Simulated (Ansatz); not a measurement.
# MgSi in Ansatz: the effect of functional

The system is MgSi.

```
CELL_PARAMETERS angstrom
2.86909 0.00000 0.00000
0.00000 2.86909 0.00000
0.00000 0.00000 4.04797
ATOMIC_POSITIONS crystal
Si 0.50000 0.50000 0.50000
Mg 0.00000 0.00000 0.00000
```

The cell comes from a database or a generator and needn't be the stable form of this composition.

The cell isn't the ideal one: volume scaled by 0.96.

Alike in all runs:

```yaml
Program: Ansatz 0.2.0
Task: single point
Potentials_or_basis: Ansatz PAW
k_mesh: 9 × 9 × 7
Occupations: fermi-dirac, width 0.05 eV
Spin: no spin polarisation
```

| functional | cutoff | pressure (GPa) |
| --- | --- | --- |
| LDA | 420 eV (not typed: the program's choice for these potentials) | ? |
| PBEsol | 420 eV (not typed: the program's choice for these potentials) | 1.2 |
| r2SCAN | 500 eV (not typed: the program's choice for these potentials) | 1.5 |

Problem. What does the run with functional LDA give?

Solution. Pressure -0.7 GPa.

Caveats: the PAW data sets come from PBE, with cores solved anew for the run's functional, which leaves a small shift of forces and pressure.

Runs at the PBE level aren't shown here.
